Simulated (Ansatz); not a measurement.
We consider rock-salt NaBr, described by HSE06 (Ansatz, a program for electronic structure, plane waves, PAW).

Settings: plane-wave cutoff 460 eV, 8×8×8 k mesh, Fermi–Dirac smearing 0.01 eV, scalar-relativistic PAW data made under PBE.

Equation-of-state points:

```tsv
V (Å³/atom)	E − E_lowest (meV/atom)	P (GPa)
25.512	4.97	1.212
26.162	1.32	0.595
26.854	0.00	0.025
27.526	0.92	-0.453
28.197	3.70	-0.868
```

Problem. Estimate the bulk modulus and its pressure derivative from these points.

Solution. V0 = 26.889 Å³/atom, B0 = 20.4 GPa, B′ = 4.8 (fit to the energies at full precision).

Measured, for comparison: bulk modulus 22.6 GPa (4 K, zero-point motion not removed; as tabulated in Doll and Stoll (1998), arXiv:cond-mat/9801031); equilibrium volume per atom 26.01 Å³/atom (low temperature, zero-point motion not removed; as tabulated in Doll and Stoll (1998), arXiv:cond-mat/9801031). Computed (rounded) less measured: bulk modulus -10 %, equilibrium volume per atom +3.4 %.

Static lattice: no zero-point or thermal effects.

Cost on a shared machine: about 12 core-minutes (a rough figure).
